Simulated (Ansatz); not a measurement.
GaAs: ideal fracture toughness from elastic constants and surface energies

Plane-wave DFT in Ansatz with scalar-relativistic PAW potentials. The crystal relaxes under PBE to F-43m with a = 5.745 Å, 23.71 Å³/atom. No spin polarisation.

Elastic constants with relaxed ions (PBE, cell F-43m with a = 5.745 Å, 420 eV, 12×12×12 k points) give Hill averages B = 61 GPa, G = 41 GPa, E = 100 GPa and ν = 0.227. Slabs with like faces (PBE) give, in J/m²:
| face, outer plane | planes | as cut | relaxed |
| --- | --- | --- | --- |
| (110) GaAs | 6 | 1.03 | 0.57 |

Question: Estimate the Griffith toughness for cleavage on the cheapest of these faces, and the stress that breaks a crystal with an inner crack of half-length 1 μm.

Answer: The cheapest face computed is (110) GaAs, γ = 0.57 J/m². A crack makes two faces, so G_c = 2γ = 1.13 J/m². In plane strain K_Ic = √(2γE/(1 − ν²)) = 0.35 MPa √m (0.47 with the unrelaxed γ). With σ_f = K_Ic/√(πa) and a = 1 μm the crystal breaks at 195 MPa. The estimate takes isotropic averages for a single crystal and only the faces computed, and it counts no plastic work. Zener's ratio is 1.77, so the isotropic E is rough for this face. Pugh's ratio G/B = 0.67 is above 0.65, on the brittle side, where Griffith's value is a fair lower bound.